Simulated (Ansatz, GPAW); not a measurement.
## Fe: 3 runs at one level of theory

```
CELL_PARAMETERS angstrom
-1.44300 1.44300 1.44300
1.44300 -1.44300 1.44300
1.44300 1.44300 -1.44300
ATOMIC_POSITIONS crystal
Fe 0.00000 0.00000 0.00000
```

Alike in all runs: task single point; functional RPBE; k mesh 13 × 13 × 13; occupations gaussian, width 0.1 eV; collinear spin, ferromagnetic start; no spin-orbit coupling. Pressure is positive in compression and, in plane waves, holds the error of the finite cutoff, which Ansatz's Pulay term estimates and takes out.

| program and potentials | plane-wave cutoff (eV) | notes | pressure (GPa) | net moment per atom (μB) |
| --- | --- | --- | --- | --- |
| Ansatz, Ansatz PAW | 420 | potentials made for PBE, which Ansatz adapts in part; 16 valence electrons an atom on average; Pulay term of +0.11 GPa included | -3.34 | 2.30 |
| GPAW, the program's PAW data sets (release 1.2.1) made for this functional | 600 | 8 valence electrons an atom on average | -1.33 | 2.30 |
| Ansatz, all-electron LAPW, scalar-relativistic | - | - | ? | ? |

**Question.** Estimate from the other rows what the run with Ansatz, all-electron LAPW, scalar-relativistic gave.

**Answer.** Pressure -3.62 GPa; net moment per atom 2.29 μB. The other rows, which needn't bracket it: pressure -3.34 to -1.33; net moment per atom 2.30.
